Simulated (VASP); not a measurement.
# La (P6_3/mmc) in VASP: a series of runs

Aim: see how the results for La move with the level of theory and the settings. Levels: PBE, PBE+D3(BJ), PBEsol. Tasks: relaxation of cell and atoms.

Program: VASP 6.6.1. These are calculated values, not measurements. Logs are shortened: lines on timing, memory, paths and dates and some standing lists are left out, and cuts for length are marked.

## (1) The structure

The structure is hexagonal, space group P6_3/mmc (No. 194). The conventional cell has a = 3.796 Å, b = 3.796 Å, c = 12.041 Å, α = 90.00°, β = 90.00°, γ = 120.00°. La (site symmetry -3m) has 12 La at 3.72 to 3.80 Å as nearest neighbours. Around La (site symmetry -6m2) lie 12 La at 3.72 to 3.80 Å.

## (2) Relaxation of cell and atoms, PBE

Contents of INCAR:

```
SYSTEM = La
PREC     = Accurate       ! precision mode
ENCUT    = 600            ! plane-wave cutoff, eV
EDIFF    = 1E-7           ! SCF threshold, eV
ISMEAR   = 0              ! smearing method
SIGMA    = 0.1            ! smearing width, eV
LREAL    = .FALSE.        ! projectors in reciprocal space
LASPH    = .TRUE.         ! aspherical terms in the spheres
NELM     = 60             ! most SCF steps
ALGO     = Fast           ! electronic algorithm
ISIF     = 3              ! what is computed and relaxed
LWAVE    = .FALSE.        ! write WAVECAR
LCHARG   = .FALSE.        ! write CHGCAR
GGA      = PE             ! functional
IBRION   = 2              ! ionic algorithm
NSW      = 90             ! ionic steps
EDIFFG   = -0.005         ! ionic threshold
```

Contents of KPOINTS:

```
regular mesh
0
G
  12 12 4
  0 0 0
```

Contents of POSCAR:

```
La
1.0
    3.7963115000      0.0000000000      0.0000000000
   -1.8981557500      3.2877022000      0.0000000000
    0.0000000000      0.0000000000     12.0412575300
La
4
Direct
    0.0000000000      0.0000000000      0.0000000000
    0.0000000000      0.0000000000      0.5000000000
    0.3333333300      0.6666666700      0.2500000000
    0.6666666700      0.3333333300      0.7500000000
```

Potentials or basis: VASP PAW PBE potentials, release 64 (La).

Command:

```
$ cat potpaw_PBE.64/La/POTCAR > POTCAR
$ mpirun -np 1 vasp_std > vasp.out
```

OUTCAR:

```text
SYSTEM = La
   PREC = Accurate
   ENCUT = 600
   EDIFF = 1E-7
   ISMEAR = 0
   LREAL = .FALSE.
   LASPH = .TRUE.
   NELM = 60
   ISIF = 3
   GGA = PE
   IBRION = 2
   NSW = 90
   EDIFFG = -0.005

 ion  position               nearest neighbor table
   1  0.000  0.000  0.000-
   2  0.000  0.000  0.500-
   3  0.333  0.667  0.250-
   4  0.667  0.333  0.750-

  LATTYP: Found a hexagonal cell.
 ALAT       =     3.7963115000
 C/A-ratio  =     3.1718307441

  Lattice vectors:

 A1 = (   3.7963115000,   0.0000000000,   0.0000000000)
 A2 = (  -1.8981557500,   3.2877022000,   0.0000000000)
 A3 = (   0.0000000000,   0.0000000000,  12.0412575300)

Analysis of symmetry for initial positions (statically):
=====================================================================
 Subroutine PRICEL returns:
 Original cell was already a primitive cell.

 Routine SETGRP: Setting up the symmetry group for a
 hexagonal supercell.

 Subroutine GETGRP returns: Found 24 space group operations
 (whereof 12 operations were pure point group operations)
 out of a pool of 24 trial point group operations.

The static configuration has the point symmetry D_3d.
 The point group associated with its full space group is D_6h.

Analysis of symmetry for dynamics (positions and initial velocities):
=====================================================================
 Subroutine PRICEL returns:
 Original cell was already a primitive cell.

 Routine SETGRP: Setting up the symmetry group for a
 hexagonal supercell.

 Subroutine GETGRP returns: Found 24 space group operations
 (whereof 12 operations were pure point group operations)
 out of a pool of 24 trial point group operations.

The dynamic configuration has the point symmetry D_3d.
 The point group associated with its full space group is D_6h.

 Subroutine INISYM returns: Found 24 space group operations
 (whereof 12 operations are pure point group operations),
 and found     1 'primitive' translations

----------------------------------------------------------------------------------------

                                     Primitive cell

  volume of cell :     150.2886

  direct lattice vectors                    reciprocal lattice vectors
     3.796311500  0.000000000  0.000000000     0.263413579  0.152081901  0.000000000
    -1.898155750  3.287702200  0.000000000     0.000000000  0.304163802  0.000000000
     0.000000000  0.000000000 12.041257530     0.000000000  0.000000000  0.083047804

  length of vectors
     3.796311500  3.796311500 12.041257530     0.304163802  0.304163802  0.083047804

  position of ions in fractional coordinates (direct lattice)
     0.000000000  0.000000000  0.000000000
     0.000000000  0.000000000  0.500000000
     0.333333330  0.666666670  0.250000000
     0.666666670  0.333333330  0.750000000

  ion indices of the primitive-cell ions
   primitive index   ion index
                 1           1
                 2           2
                 3           3
                 4           4

----------------------------------------------------------------------------------------

 KPOINTS: regular mesh

Automatic generation of k-mesh.
 Grid dimensions read from file:
 generate k-points for:   12   12    4

 Generating k-lattice:

  Cartesian coordinates                     Fractional coordinates (reciprocal lattice)
     0.021951132  0.012673492  0.000000000     0.083333333  0.000000000  0.000000000
     0.000000000  0.025346983  0.000000000     0.000000000  0.083333333  0.000000000
     0.000000000  0.000000000  0.020761951     0.000000000  0.000000000  0.250000000

  Length of vectors
     0.025346983  0.025346983  0.020761951

  Shift w.r.t. Gamma in fractional coordinates (k-lattice)
     0.000000000  0.000000000  0.000000000

 Subroutine IBZKPT returns following result:
 ===========================================

 Found     57 irreducible k-points:

 Following reciprocal coordinates:
            Coordinates               Weight
  0.000000  0.000000  0.000000      1.000000
  0.083333  0.000000  0.000000      6.000000
  0.166667  0.000000  0.000000      6.000000
  0.250000  0.000000  0.000000      6.000000
  0.333333  0.000000  0.000000      6.000000
  0.416667  0.000000  0.000000      6.000000
[... 16 lines left out ...]
  0.250000  0.000000  0.250000     12.000000
  0.333333  0.000000  0.250000     12.000000
 [... further k-points ...]
   k-points           NKPTS =     57   k-points in BZ     NKDIM =     57   number of bands    NBANDS=     26
   number of dos      NEDOS =    301   number of ions     NIONS =      4
   total plane-waves  NPLWV =  86400
   dimension x,y,z NGX =    30 NGY =   30 NGZ =   96
   dimension x,y,z NGXF=    60 NGYF=   60 NGZF=  192
   ions per type =               4
   NGX,Y,Z   is equivalent  to a cutoff of  13.14, 13.14, 13.25 a.u.
   NGXF,Y,Z  is equivalent  to a cutoff of  26.27, 26.27, 26.51 a.u.
 SYSTEM =  La
   PREC   = accura    normal or accurate (medium, high low for compatibility)
   ISTART =      0    job   : 0-new  1-cont  2-samecut
   ICHARG =      2    charge: 1-file 2-atom 10-const
   ISPIN  =      1    spin polarized calculation?
   LNONCOLLINEAR =      F non collinear calculations
   LSORBIT =      F    spin-orbit coupling
   LASPH  =      T    aspherical Exc in radial PAW
   ENCUT  =  600.0 eV  44.10 Ry    6.64 a.u.   7.58  7.58 24.05*2*pi/ulx,y,z
   NELM   =     60;   NELMIN=  2; NELMDL= -5     # of ELM steps
   EDIFF  = 0.1E-06   stopping-criterion for ELM
   LREAL  =      F    real-space projection
   EDIFFG = -.5E-02   stopping-criterion for IOM
   NSW    =     90    number of steps for IOM
   IBRION =      2    ionic relax: 0-MD 1-quasi-New 2-CG
   NFREE  =      1    steps in history (QN), initial steepest desc. (CG)
   ISIF   =      3    stress and relaxation
   ISYM   =      2    0-nonsym 1-usesym 2-fastsym
   POTIM  = 0.5000    time-step for ionic-motion
   TEBEG  =    0.0;   TEEND  =   0.0 temperature during run
   PSTRESS=    0.0 pullay stress
   NELECT =      44.0000    total number of electrons
   NUPDOWN=      -1.0000    fix difference up-down
   EMIN   =  10.00;   EMAX   =-10.00  energy-range for DOS
   EFERMI =   0.00;   METHOD = LEGACY
   ISMEAR =     0;   SIGMA  =   0.10  broadening in eV -4-tet -1-fermi 0-gaus
   EFERMI_NEDOS =   21; number of points for ismear=-14 and -15
   IALGO  =     68    algorithm
   IMIX   =      4    mixing-type and parameters
     AMIX     =   0.40;   BMIX     =  1.00
     AMIX_MAG =   1.60;   BMIX_MAG =  1.00
  volume/ion in A,a.u.               =      37.57       253.55
  Fermi-wavevector in a.u.,A,eV,Ry     =   1.087052  2.054230 16.077762  1.181682
  Thomas-Fermi vector in A             =   2.223203
   LORBIT       =      0    0 simple, 1 ext, 2 COOP (PROOUT), +10 PAW based schemes
   GGA     = PE    functional components
   LHFCALC =     F    Hartree Fock is set to
   AEXX    =    0.0000 exact exchange contribution
   IVDW    =     0    specifies the selected vdW correction
   LEPSILON=     F    determine dielectric tensor
   LRPA    =     F    only Hartree local field effects (RPA)
 conjugate gradient relaxation of ions
 non-spin polarized calculation
 RMM-DIIS sequential band-by-band and
 Gauss-broadening in eV      SIGMA  =   0.10
  energy-cutoff  :      600.00
  volume of cell :      150.29
 maximum number of plane-waves:      5059
   NGX = 15   NGY = 15   NGZ = 49

--------------------------------------- Ionic step        1  -------------------------------------------

 number of electron      44.0000000 magnetization

 Free energy of the ion-electron system (eV)
  ---------------------------------------------------
  ext. energy  EPLUGINS =         0.00000000
  ---------------------------------------------------
  free energy    TOTEN  =       -19.55874424 eV

  energy without entropy =      -19.52406645  energy(sigma->0) =      -19.54140535

------------------------ aborting loop EDIFF was not reached (unconverged)  ----------------------------

  FORCE on cell =-STRESS in cart. coord.  units (eV):
  Direction    XX          YY          ZZ          XY          YZ          ZX
  --------------------------------------------------------------------------------------
  -------------------------------------------------------------------------------------
  Total       -0.4375327     -0.4375327      0.1527920      0.0000000      0.0000000      0.0000000
  in kB       -4.6643913     -4.6643913      1.6288650      0.0000000      0.0000000      0.0000000
  external PRESSURE =      -2.5666392 kB  Pullay stress =       0.0000000 kB

 VOLUME and BASIS-vectors are now :
 -----------------------------------------------------------------------------
  energy-cutoff  :      600.00
  volume of cell :      150.29
      direct lattice vectors                 reciprocal lattice vectors
     3.796311500  0.000000000  0.000000000     0.263413579  0.152081901  0.000000000
    -1.898155750  3.287702200  0.000000000     0.000000000  0.304163802  0.000000000
     0.000000000  0.000000000 12.041257530     0.000000000  0.000000000  0.083047804
[... 166 lines left out ...]
  energy  without entropy=      -19.5287728722  energy(sigma->0) =      -19.54574995

--------------------------------------- Ionic step        6  -------------------------------------------

 number of electron      43.9999996 magnetization

 Free energy of the ion-electron system (eV)
  ---------------------------------------------------
  ext. energy  EPLUGINS =         0.00000000
  ---------------------------------------------------
  free energy    TOTEN  =       -19.56275136 eV

  energy without entropy =      -19.52877202  energy(sigma->0) =      -19.54576169

 E-fermi :   7.8693     XC(G=0):  -9.5540

 val. band max:        7.8650449764   @ k =   0.2500   0.0000   0.2500
 cond. band min:       7.8734176288   @ k =   0.3333   0.1667   0.2500
 fundamental gap:      0.0083726523
 Fermi energy:         7.8692831426

 k-point     1 :       0.0000    0.0000    0.0000
  band No.  band energies     occupation
      1     -25.0241      2.00000
      2     -24.9278      2.00000
      3     -24.9175      2.00000
      4     -24.8177      2.00000
      5      -9.4172      2.00000
      6      -8.7602      2.00000
[... 685 lines left out ...]
     25       8.7441      0.00000
     26       9.0358      0.00000

 [... further k-points ...]

------------------------ aborting loop because EDIFF is reached ----------------------------------------

  FORCE on cell =-STRESS in cart. coord.  units (eV):
  Direction    XX          YY          ZZ          XY          YZ          ZX
  --------------------------------------------------------------------------------------
  -------------------------------------------------------------------------------------
  Total        0.0010701      0.0010701      0.0083718      0.0000000      0.0000000      0.0000000
  in kB        0.0115210      0.0115210      0.0901357      0.0000000      0.0000000      0.0000000
  external PRESSURE =       0.0377259 kB  Pullay stress =       0.0000000 kB
[... 19 lines left out ...]
  FREE ENERGIE OF THE ION-ELECTRON SYSTEM (eV)
  ---------------------------------------------------
  free  energy   TOTEN  =       -19.5627513579 eV

  energy  without entropy=      -19.5287720152  energy(sigma->0) =      -19.54576169

 reached required accuracy - stopping structural energy minimisation
```

Wall time 50 min (1 thread of Intel Xeon Platinum 8375C at 2.90GHz (Ice Lake), shared host); peak memory 0.48 GiB.

What came out:

| Item | Value |
| --- | --- |
| Free energy | -19.5628 eV |
| Relaxed volume | 37.20 Å³/atom |
| Relaxed cell | a = 3.767 Å, b = 3.767 Å, c = 12.112 Å, α = 90.00°, β = 90.00°, γ = 120.00° |
| Space group after relaxing (to 0.05 Å) | P6_3/mmc (No. 194) |
| Energy gained by relaxing | 1.0 meV/atom |
| Ionic steps | 6 |
| Pressure after relaxing | 0.0 GPa |
| Band gap on the k mesh | none (metal or under the smearing width) |

The path:
```csv
step,energy change (eV),largest force (eV/Å),pressure (GPa),volume (Å³)
1,0.0000,0.0000,-0.26,150.29
2,-0.0033,0.0000,-0.03,148.98
3,-0.0037,0.0000,0.07,148.41
4,-0.0037,0.0000,0.08,148.36
5,-0.0040,0.0000,0.02,148.71
6,-0.0040,0.0000,0.00,148.81
```

Final structure:
```xyz
4
Lattice="3.7666 0.0000 0.0000 -1.8833 3.2619 0.0000 0.0000 0.0000 12.1119" Properties=species:S:1:pos:R:3 pbc="T T T"
La    0.0000    0.0000    0.0000
La    0.0000    0.0000    6.0559
La    0.0000    2.1746    3.0280
La    1.8833    1.0873    9.0839
```

Levels at points of the mesh, in eV from the Fermi level:
```csv
k point,band 18,band 19,band 20,band 21,band 22,band 23,band 24,band 25,band 26
"(0.00, 0.00, 0.00)",-1.89,-1.88,-1.76,0.49,0.61,1.23,1.24,1.26,1.29
"(0.50, 0.00, 0.00)",-1.83,-1.55,-1.07,-0.67,-0.30,-0.21,0.42,0.92,1.17
"(0.00, 0.00, 0.50)",-2.75,-1.69,-1.69,0.79,0.79,1.22,1.22,1.30,1.30
"(0.50, 0.00, 0.50)",-1.64,-1.40,-1.40,-1.07,-1.07,0.64,0.64,1.24,1.25
```

Spin-orbit coupling is left out, which matters for the levels of La.

## (3) Relaxation of cell and atoms, PBE+D3(BJ)

Changes to INCAR since step 2:

```diff
@@ -14,2 +14,3 @@
 GGA      = PE             ! functional
+IVDW     = 12             ! dispersion correction
 IBRION   = 2              ! ionic algorithm
```

KPOINTS is that of step 2.

POSCAR is that of step 2.

Potentials or basis: VASP PAW PBE potentials, release 64 (La).

Command:

```
$ cat potpaw_PBE.64/La/POTCAR > POTCAR
$ mpirun -np 1 vasp_std > vasp.out
```

Run time: 79 min. Hardware: 1 thread of Intel Xeon Platinum 8375C at 2.90GHz (Ice Lake), shared host; peak memory 0.49 GiB.

It converged, with:

| Item | Value |
| --- | --- |
| Free energy | -21.2628 eV |
| Relaxed volume | 34.46 Å³/atom |
| Relaxed cell | a = 3.671 Å, b = 3.671 Å, c = 11.806 Å, α = 90.00°, β = 90.00°, γ = 120.00° |
| Space group after relaxing (to 0.05 Å) | P6_3/mmc (No. 194) |
| Energy gained by relaxing | 21.6 meV/atom |
| Ionic steps | 11 |
| Pressure after relaxing | 0.0 GPa |
| Band gap on the k mesh | none (metal or under the smearing width) |
| Dispersion energy per atom | -0.443 eV |

Step by step:
| step | energy change (eV) | largest force (eV/Å) | pressure (GPa) | volume (Å³) |
| --- | --- | --- | --- | --- |
| 1 | 0.0000 | 0.0000 | -2.05 | 150.29 |
| 2 | -0.0828 | 0.0000 | -0.41 | 140.05 |
| 3 | -0.0860 | 0.0000 | -0.02 | 137.84 |
| 4 | -0.0860 | 0.0000 | 0.03 | 137.59 |
| 5 | -0.0864 | 0.0000 | 0.03 | 137.64 |
| 6 | -0.0864 | 0.0000 | 0.03 | 137.66 |
| 7 | -0.0864 | 0.0000 | 0.02 | 137.69 |
| 8 | -0.0864 | 0.0000 | 0.03 | 137.67 |
| 9 | -0.0864 | 0.0000 | 0.03 | 137.67 |
| 10 | -0.0864 | 0.0000 | 0.03 | 137.67 |
| 11 | -0.0864 | 0.0000 | 0.01 | 137.82 |

Final structure:
```
La
1.0
     3.67147    0.00000    0.00000
    -1.83573    3.17959    0.00000
     0.00000    0.00000   11.80634
La
4
Direct
  0.00000 0.00000 0.00000
  0.00000 0.00000 0.50000
  0.33333 0.66667 0.25000
  0.66667 0.33333 0.75000
```

Levels at points of the mesh, in eV from the Fermi level:
| k point | band 18 | band 19 | band 20 | band 21 | band 22 | band 23 | band 24 | band 25 | band 26 |
| --- | --- | --- | --- | --- | --- | --- | --- | --- | --- |
| (0.00, 0.00, 0.00) | -1.86 | -1.80 | -1.78 | 0.55 | 0.69 | 1.25 | 1.25 | 1.30 | 1.34 |
| (0.50, 0.00, 0.00) | -1.99 | -1.70 | -1.18 | -0.77 | -0.30 | -0.24 | 0.45 | 1.07 | 1.18 |
| (0.00, 0.00, 0.50) | -2.64 | -1.74 | -1.74 | 0.77 | 0.77 | 1.32 | 1.32 | 1.34 | 1.35 |
| (0.50, 0.00, 0.50) | -1.82 | -1.47 | -1.47 | -1.21 | -1.21 | 0.64 | 0.64 | 1.36 | 1.36 |

Caveat: pairwise dispersion overbinds metals, which lowers pressure and volume. The run has no spin-orbit coupling, so splittings on La are missing.

## (4) Relaxation of cell and atoms, PBEsol

Changes to INCAR since step 3:

```diff
@@ -2,3 +2,3 @@
 PREC     = Accurate       ! precision mode
-ENCUT    = 600            ! plane-wave cutoff, eV
+ENCUT    = 300            ! plane-wave cutoff, eV
 EDIFF    = 1E-7           ! SCF threshold, eV
@@ -13,4 +13,3 @@
 LCHARG   = .FALSE.        ! write CHGCAR
-GGA      = PE             ! functional
-IVDW     = 12             ! dispersion correction
+GGA      = PS             ! functional
 IBRION   = 2              ! ionic algorithm
```

KPOINTS is that of step 3.

POSCAR is that of step 3.

Command:

```
$ cat potpaw_PBE.64/La/POTCAR > POTCAR
$ mpirun -np 1 vasp_std > vasp.out
```

Run time: 27 min. Hardware: 1 thread of Intel Xeon Platinum 8375C at 2.90GHz (Ice Lake), shared host; peak memory 0.26 GiB.

It converged, with:

```yaml
Free_energy: -21.4143 eV
Relaxed_volume: 34.01 Å³/atom
Relaxed_cell: a = 3.656 Å, b = 3.656 Å, c = 11.751 Å, α = 90.00°, β = 90.00°, γ = 120.00°
Space_group_after_relaxing_to_0.05_Å: P6_3/mmc (No. 194)
Energy_gained_by_relaxing: 29.6 meV/atom
Ionic_steps: 10
Pressure_after_relaxing: 0.0 GPa
Band_gap_on_the_k_mesh: none (metal or under the smearing width)
```

The path:
| step | energy change (eV) | largest force (eV/Å) | pressure (GPa) | volume (Å³) |
| --- | --- | --- | --- | --- |
| 1 | 0.0000 | 0.0000 | -2.44 | 150.29 |
| 2 | -0.1146 | 0.0000 | -0.42 | 138.19 |
| 3 | -0.1178 | 0.0000 | -0.02 | 136.12 |
| 4 | -0.1178 | 0.0000 | 0.04 | 135.85 |
| 5 | -0.1181 | 0.0000 | 0.03 | 135.89 |
| 6 | -0.1182 | 0.0000 | 0.02 | 135.90 |
| 7 | -0.1182 | 0.0000 | 0.02 | 135.91 |
| 8 | -0.1182 | 0.0000 | 0.02 | 135.91 |
| 9 | -0.1182 | 0.0000 | 0.02 | 135.91 |
| 10 | -0.1182 | 0.0000 | 0.00 | 136.02 |

Final structure:
```
CELL_PARAMETERS angstrom
3.65598 0.00000 0.00000
-1.82799 3.16617 0.00000
0.00000 0.00000 11.75115
ATOMIC_POSITIONS crystal
La 0.00000 0.00000 0.00000
La 0.00000 0.00000 0.50000
La 0.33333 0.66667 0.25000
La 0.66667 0.33333 0.75000
```

Levels at points of the mesh, in eV from the Fermi level:
| k point | band 18 | band 19 | band 20 | band 21 | band 22 | band 23 | band 24 | band 25 | band 26 |
| --- | --- | --- | --- | --- | --- | --- | --- | --- | --- |
| (0.00, 0.00, 0.00) | -1.91 | -1.83 | -1.82 | 0.57 | 0.71 | 1.25 | 1.25 | 1.32 | 1.34 |
| (0.50, 0.00, 0.00) | -2.04 | -1.75 | -1.22 | -0.79 | -0.31 | -0.23 | 0.45 | 1.09 | 1.18 |
| (0.00, 0.00, 0.50) | -2.68 | -1.79 | -1.79 | 0.78 | 0.78 | 1.33 | 1.33 | 1.33 | 1.34 |
| (0.50, 0.00, 0.50) | -1.86 | -1.51 | -1.51 | -1.24 | -1.24 | 0.64 | 0.64 | 1.40 | 1.41 |

Caveat: the PAW data sets were made with another functional, which shifts forces and pressure a little. Spin-orbit coupling is left out, which matters for the levels of La.

## (5) Overview

| level | cutoff (eV) | gap on the mesh (eV) | pressure (GPa) | relaxed volume (Å³/atom) |
| --- | --- | --- | --- | --- |
| PBE | 600 | none | 0.0 | 37.20 |
| PBE+D3(BJ) | 600 | none | 0.0 | 34.46 |
| PBEsol | 300 | none | 0.0 | 34.01 |

Alike in all rows: task relaxation of cell and atoms; potentials or basis VASP PAW PBE potentials, release 64 (La); no spin polarisation; cell relaxed; k mesh 12 × 12 × 4; smearing gaussian 0.1 eV.

Caveats: pairwise dispersion overbinds metals, which lowers pressure and volume (some runs); the PAW data sets were made with another functional, which shifts forces and pressure a little (some runs).

Absolute energies hang on the potentials; compare differences alone.
